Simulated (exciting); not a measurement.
Wanted: the native input for an exciting (release sodium) run.

- Task: single point
- Functional: PBE
- Potentials or basis: all-electron LAPW+lo, shipped species files, valence relativity iora*
- rgkmax: 8
- k mesh: 5 × 5 × 5
- Occupations: gaussian, width 0.027 eV
- Spin: no spin polarisation
- outputlevel: normal
- gmaxvr (cutoff of density and potential): 14 1/bohr
- lmaxapw (and lmaxmat): 10
- lmaxvr: 8
- nempty: 10
- Valence relativity: iora*
- epsengy: 1e-05 Ha
- epspot: 1e-05 Ha
- maxscl: 60
- Muffin-tin radii: Te 2.3, Cd 2.3 bohr

CdTe:

```xyz
2
Lattice="0.0000 3.2050 3.2050 3.2050 0.0000 3.2050 3.2050 3.2050 0.0000" Properties=species:S:1:pos:R:3 pbc="T T T"
Te    4.8075    4.8075    4.8075
Cd    0.0000    0.0000    0.0000
```

The input as run:

input.xml

```xml
<input>
  <title>CdTe</title>
  <structure speciespath="./" tshift="false">
    <crystal scale="1">
      <basevect>0.000000000000 6.056572229426 6.056572229426</basevect>
      <basevect>6.056572229426 0.000000000000 6.056572229426</basevect>
      <basevect>6.056572229426 6.056572229426 0.000000000000</basevect>
    </crystal>
    <species speciesfile="Te.xml" rmt="2.3">
      <atom coord="0.750000000000 0.750000000000 0.750000000000"/>
    </species>
    <species speciesfile="Cd.xml" rmt="2.3">
      <atom coord="0.000000000000 0.000000000000 0.000000000000"/>
    </species>
  </structure>
  <groundstate do="fromscratch" ngridk="5 5 5" rgkmax="8" gmaxvr="14" lmaxapw="10" lmaxmat="10" lmaxvr="8" xctype="GGA_PBE" stype="Gaussian" swidth="0.00099223" nempty="10" ValenceRelativity="iora*" epsengy="1e-05" epspot="1e-05" maxscl="60" tforce="true" outputlevel="normal"/>
</input>
```

Potentials or basis: all-electron LAPW+lo, shipped species files, valence relativity iora*.

Launch:

```sh
$ OMP_NUM_THREADS=1 exciting_smp
```

It gave:

```yaml
Band_gap_on_the_k_mesh: 0.86 eV, direct
All_electrons_inside_the_program's_atomic_spheres: Te 49.08; Cd 46.00 (radii Te 2.3, Cd 2.3 bohr)
```

Caveat: rgkmax is low for these elements, so energy differences scatter by about 1 meV per atom; spin-orbit coupling is left out, which moves the levels of the heavy elements.

Wall time 40 s on 1 thread of AMD EPYC 7R13 Processor (Zen 3), with other jobs on the host, peak memory 0.16 GiB.
